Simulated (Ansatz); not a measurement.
A strain series on LiCl (Fm-3m): isotropic on every length

LiCl (started from an entry of an open crystallographic database), relaxed with r2SCAN in Ansatz 0.2.0, then strained (isotropic on every length; changes of length per length, axes as in the cell below) with the atoms relaxed again within the symmetry that is left. The symmetry is Fm-3m (No. 225, cubic); conventional cell a = 5.112 Å, 16.70 Å³ an atom. Around Li lie 6 Cl at 2.56 Å; around Cl lie 6 Li at 2.56 Å. The values are computed, spin-unpolarised, and not measurements.

```yaml
crystal:
  lattice:
    - [0.00000, 2.55603, 2.55603]
    - [2.55603, 0.00000, 2.55603]
    - [2.55603, 2.55603, 0.00000]
  atoms:
    - { symbol: Li, position: [0.00000, 0.00000, 0.00000] }
    - { symbol: Cl, position: [0.50000, 0.50000, 0.50000] }
```

Gaps are the least over each mesh (PBE 8×8×8, r2SCAN 8×8×8, HSE06 6×6×6 when unstrained) and the special points, which keep their unstrained names; stress is the change from the unstrained cell, compression positive.

```tsv
strain (%)	gap, PBE (eV)	gap, r2SCAN (eV)	gap, HSE06 (eV)	edges, HSE06	mean stress, r2SCAN (GPa)	energy rise, r2SCAN (meV/atom)
-1.88	6.729	7.599	8.150	Γ–K (0.21) → Γ	+2.25	6.2
0.0	6.384	7.291	7.785	Γ–K (0.19) → Γ	0.00	0.0
+1.02	6.211	7.104	7.602	Γ–K (0.19) → Γ	-0.99	1.6
+4.52	5.686	6.536	7.044	Γ–K (0.19) → Γ	-3.46	28.6
```

**Question.** Estimate the row for a strain of +1.91 %.

**Answer.**
```tsv
strain (%)	gap, PBE (eV)	gap, r2SCAN (eV)	gap, HSE06 (eV)	edges, HSE06	mean stress, r2SCAN (GPa)	energy rise, r2SCAN (meV/atom)
+1.91	6.068	6.949	7.450	Γ–K (0.19) → Γ	-1.75	5.5
```

Between zero and the nearest strains the slope of the HSE06 gap against strain is -0.194 eV per percent for negative and -0.179 for positive strain.

Where an edge lies off the special points, it is a point of the mesh or the k point where a search put PBE's edge or least direct gap, reused for the other functionals, whose own edges may lie a little apart.

The meshes of the hybrids are coarse, so their gaps aren't converged to the digits shown.
